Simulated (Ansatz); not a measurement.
## Lattice vibrations of TaN at Γ at 12 GPa

All numbers below come from DFT PBEsol, scalar-relativistic, plane waves, PAW in Ansatz 0.2.0. Cutoff 420 eV, 16×16×16 k-points (Γ-centred), Fermi-Dirac smearing of 0.15 eV. No spin polarisation. Phonons by linear response, acoustic sum rule imposed.

The cell, relaxed at 12 GPa:
```yaml
crystal:
  lattice:
    - [0.00000, 2.16558, 2.16558]
    - [2.16558, 0.00000, 2.16558]
    - [2.16558, 2.16558, 0.00000]
  atoms:
    - { symbol: Ta, position: [0.50000, 0.50000, 0.50000] }
    - { symbol: N, position: [0.00000, 0.00000, 0.00000] }
```

In a metal, frequencies and elastic constants depend on the k mesh and the smearing, soft modes and shear constants most. Spin–orbit coupling is left out, which can shift energies with elements as heavy as these. Other phases may be more stable at this pressure.

Optical modes at Γ; i marks an imaginary frequency:
```json
{"frequency (THz)": "13.51", "degeneracy": "3"}
```

All 3 optical modes at Γ are real: no displacement of atoms at fixed cell lowers the energy to second order. Strains and modes at other wave vectors aren't tested by this run.

This rock-salt form isn't the usual stable structure of the compound at low pressure.

Cost: 1 run of about 0.34 core-minutes, on Intel Xeon Platinum 8488C (Sapphire Rapids) (shared hosts).